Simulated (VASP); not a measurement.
Cu:

```
Cu
1.0
     1.21846   -3.97638    0.00000
     1.21846    3.97638    0.00000
     0.00000    0.00000    2.47550
Cu
2
Cartesian
  1.2185 -2.9118 1.8566
  1.2185 2.9118 0.6189
```

This isn't the form of Cu at room conditions, which is fcc.

- Program: VASP 6.6.1
- Task: relaxation of cell and atoms
- Functional: PBE
- Potentials or basis: VASP PAW PBE potentials, release 64 (Cu)
- Cutoff: 600 eV
- k mesh: 11 × 11 × 11
- Occupations: fermi-dirac, width 0.05 eV
- Spin: no spin polarisation

At the start: pressure 7.2 GPa; volume 11.99 Å³/atom.

Problem. Where does the relaxation end?

Solution. Over 18 steps the energy falls by 13.3 meV/atom and the volume is 12.62 Å³/atom (+5.2 %); space group Cmcm (No. 63, to 0.05 Å).

The path:
```
step  energy change (eV)  largest force (eV/Å)  pressure (GPa)  volume (Å³)
   1              0.0000                0.0535            7.23        23.99
   2             -0.0191                0.0720           -4.11        25.92
   3             -0.0263                0.0324            0.05        25.22
   4             -0.0262                0.0365           -0.32        25.25
   5             -0.0264                0.0136            0.71        25.16
   6             -0.0264                0.0282           -0.07        25.18
   7             -0.0264                0.0126            0.03        25.17
   8             -0.0264                0.0157            0.55        25.17
   9             -0.0264                0.0196            0.37        25.17
  10             -0.0266                0.0015            0.06        25.20
  11             -0.0266                0.0037            0.43        25.21
  12             -0.0266                0.0105            0.57        25.21
  13             -0.0265                0.0140           -0.52        25.31
  14             -0.0266                0.0002           -0.42        25.25
  15             -0.0266                0.0030           -0.11        25.23
  16             -0.0266                0.0058            0.34        25.23
  17             -0.0266                0.0086           -0.14        25.23
  18             -0.0266                0.0065            0.01        25.23
```

Final structure:
```yaml
crystal:
  lattice:
    - [1.24239, -4.02255, 0.00000]
    - [1.24239, 4.02255, 0.00000]
    - [0.00000, 0.00000, 2.52427]
  atoms:
    - { symbol: Cu, position: [0.86582, 0.13418, 0.75000] }
    - { symbol: Cu, position: [0.13418, 0.86582, 0.25000] }
```
